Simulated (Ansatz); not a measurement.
Pt:

```
Pt
1.0
     0.00000    1.96090    1.96090
     1.96090    0.00000    1.96090
     1.96090    1.96090    0.00000
Pt
1
Direct
  0.00000 0.00000 0.00000
```

Base run:

```yaml
Program: Ansatz 0.2.0
Functional: PBE
Potentials_or_basis: Ansatz PAW earlier set
Cutoff: 900 eV
Density_cutoff: 3600 eV
k_mesh: 12 × 12 × 12
Occupations: fermi-dirac, width 0.05 eV
Spin: no spin polarisation
```

Its results: band gap on the k mesh none (metal or under the smearing width); pressure 10.3 GPa.

The run is repeated on the same cell with these changes: potentials or basis from Ansatz PAW earlier set to SPMS NC; cutoff from 900 eV to 571 eV (not typed: the program's choice for these potentials). What comes out?

Band gap on the k mesh none (metal or under the smearing width); pressure 9.8 GPa.

Caveats: spin-orbit coupling is left out, which moves the levels of the heavy elements.
